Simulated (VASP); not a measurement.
Write the native input for VASP 6.6.1 that does the following.

| Item | Value |
| --- | --- |
| Task | relaxation of cell and atoms |
| Functional | PBE |
| Potentials or basis | VASP PAW PBE potentials, release 64 (Ba_sv, Ti_sv, O) |
| Cutoff | 600 eV |
| k mesh | 8 × 8 × 8 |
| Occupations | gaussian, width 0.03 eV |
| Spin | no spin polarisation |
| Further INCAR settings | ALGO = Normal; EDIFF = 1e-06; IBRION = 2; EDIFFG = -0.01; NSW = 90; ISIF = 3 |

The structure of BaTiO3 lies in POSCAR:

```
BaTiO3
1.0
    4.0060000000      0.0000000000      0.0000000000
    0.0000000000      4.0060000000      0.0000000000
    0.0000000000      0.0000000000      4.0060000000
Ba Ti O
1 1 3
Direct
    0.5000000000      0.5000000000      0.5000000000
    0.0000000000      0.0000000000      0.0000000000
    0.5000000000      0.0000000000      0.0000000000
    0.0000000000      0.5000000000      0.0000000000
    0.0000000000      0.0000000000      0.5000000000
```

The input as run:

INCAR

```
ALGO     = Normal         # electronic algorithm
EDIFF    = 1E-6           # SCF threshold, eV
EDIFFG   = -0.01          # ionic threshold
ENCUT    = 600            # plane-wave cutoff, eV
GGA      = PE             # functional
IBRION   = 2              # ionic algorithm
ISIF     = 3              # what is computed and relaxed
ISMEAR   = 0              # smearing method
LASPH    = True           # aspherical terms in the spheres
LCHARG   = False          # write CHGCAR
LREAL    = False          # projectors in reciprocal space
LWAVE    = False          # write WAVECAR
NELM     = 80             # most SCF steps
NSW      = 90             # ionic steps
PREC     = Accurate       # precision mode
SIGMA    = 0.03           # smearing width, eV
```

KPOINTS

```
k-points
0
Gamma
  8 8 8
```

Potentials or basis: VASP PAW PBE potentials, release 64 (Ba_sv, Ti_sv, O).

Run with:

```sh
$ cat potpaw_PBE.64/Ba_sv/POTCAR potpaw_PBE.64/Ti_sv/POTCAR potpaw_PBE.64/O/POTCAR > POTCAR
$ mpirun -np 1 vasp_std > vasp.out
```

It gave:

| Property | Result |
| --- | --- |
| Relaxed volume | 13.11 Å³/atom |
| Relaxed cell | a = 4.032 Å, b = 4.032 Å, c = 4.032 Å, α = 90.00°, β = 90.00°, γ = 90.00° |
| Space group after relaxing (to 0.05 Å) | Pm-3m (No. 221) |
| Energy gained by relaxing | 2.5 meV/atom |
| Ionic steps | 3 |
| Pressure after relaxing | 0.0 GPa |
| Band gap on the k mesh | 1.70 eV, indirect (least direct gap 1.87 eV) |

Caveat: spin-orbit coupling is left out, which moves the levels of the heavy elements.

Run time: 2.3 min on 1 thread of Intel(R) Xeon(R) Platinum 8488C (Sapphire Rapids), on a shared host, peak memory 0.23 GiB.
